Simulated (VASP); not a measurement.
Wanted: the native input for a VASP 6.6.1 run.

* Task: single point
* Functional: PBE
* Potentials or basis: VASP PAW PBE potentials, release 64 (Ga_d, P)
* Cutoff: 520 eV
* k mesh: 8 × 8 × 8
* Occupations: gaussian, width 0.012 eV
* Spin: no spin polarisation
* Dipole correction: no
* Further INCAR settings: ALGO = Fast; EDIFF = 1e-07; NBANDS = 16

The structure of GaP lies in POSCAR:

```
GaP
1.0
    0.0000000000      2.7252500000      2.7252500000
    2.7252500000      0.0000000000      2.7252500000
    2.7252500000      2.7252500000      0.0000000000
Ga P
1 1
Direct
    0.0000000000      0.0000000000      0.0000000000
    0.7500000000      0.7500000000      0.7500000000
```

These files were run (other wordings do the same):

INCAR

```
ALGO = Fast ; EDIFF = 1E-7
ENCUT = 520 ; GGA = PE
ISIF = 2 ; ISMEAR = 0
LASPH = T ; LCHARG = F
LREAL = F ; LWAVE = F
NBANDS = 16 ; NELM = 100
PREC = Accurate ; SIGMA = 0.012
```

KPOINTS

```
k-points
0
Gamma
  8 8 8
```

Potentials or basis: VASP PAW PBE potentials, release 64 (Ga_d, P).

Launch:

```sh
$ cat potpaw_PBE.64/Ga_d/POTCAR potpaw_PBE.64/P/POTCAR > POTCAR
$ mpirun -np 1 vasp_std > vasp.out
```

Results of the run:

The pressure is 2.5 GPa and the band gap on the k mesh is 1.64 eV, indirect (least direct gap 1.83 eV).

Wall time 23 s on 1 thread of Intel(R) Xeon(R) Platinum 8488C (Sapphire Rapids), with other jobs on the host, peak memory 0.16 GiB.
